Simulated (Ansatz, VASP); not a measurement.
## One calculation of Ge, two programs

```
Ge
1.0
     0.00000    2.77770    2.77770
     2.77770    0.00000    2.77770
     2.77770    2.77770    0.00000
Ge
2
Cartesian
  0.0000 0.0000 0.0000
  1.3888 1.3888 1.3888
```

Alike in both runs: task single point; functional PBE; dispersion D3(BJ); k mesh 6 × 6 × 6; no spin polarisation.

```csv
,VASP,Ansatz
version,VASP 6.6.1,Ansatz 0.2.0
potentials or method,"VASP PAW PBE potentials, release 64 (Ge_d)","plane waves, PAW"
plane-wave cutoff (eV),520,470
occupations,"gaussian, width 0.01 eV",fixed
valence electrons in the cell,28,28
```

VASP gave:

| Item | Value |
| --- | --- |
| dispersion energy (meV/atom) | -314.4 |

Task: Estimate Ansatz's values.

Result: Dispersion energy (meV/atom): -314.5.
